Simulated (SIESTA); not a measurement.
Runs of SIESTA 5.4.2 on Hf. It takes space group Fm-3m (No. 225, cubic). Conventional cell: a = 4.440 Å, b = 4.440 Å, c = 4.440 Å, α = 90.00°, β = 90.00°, γ = 90.00°. Around Hf (site symmetry m-3m) lie 12 Hf at 3.14 Å. This isn't the form of Hf at room conditions, which is hcp.

| task | level | potentials or basis | gap on the mesh (eV) | pressure (GPa) | V0 of scaled cells (Å³/atom) | B0 (GPa) |
| --- | --- | --- | --- | --- | --- | --- |
| equation of state | PBEsol | PseudoDojo 0.4 standard (PBEsol files), DZP (energy shift 0.003 Ry; two zetas on semicore shells) | - | - | 21.75 | 119 |
| band structure | LDA | PseudoDojo 0.4 standard (LDA files), DZP (energy shift 0.003 Ry; two zetas on semicore shells) | none | (a) | - | - |
| equation of state | LDA | PseudoDojo 0.4 standard (LDA files), DZP (energy shift 0.003 Ry; two zetas on semicore shells) | - | - | 20.83 | 129 |
| band structure | PBEsol | PseudoDojo 0.4 standard (PBEsol files), DZP (energy shift 0.003 Ry; two zetas on semicore shells) | none | (b) | - | - |

Alike in all rows: no spin polarisation; cell as given; k mesh 10 × 10 × 10; smearing fermi-dirac 0.05 eV; grid cutoff 800 Ry; energy shift 0.003 Ry.

Question: Estimate the missing entries.

Answer: (a) -5.8; (b) -0.7.

Caveats: short orbitals over semicore shells can move pressures by several GPa; the basis of atomic orbitals isn't converged, which shifts pressures, moduli and gaps.

A k mesh can miss the band edges, and the runs leave out spin-orbit coupling on Hf.

A gap of «none» marks a metal or a gap under the smearing width.

Not every run made on this cell is shown here.
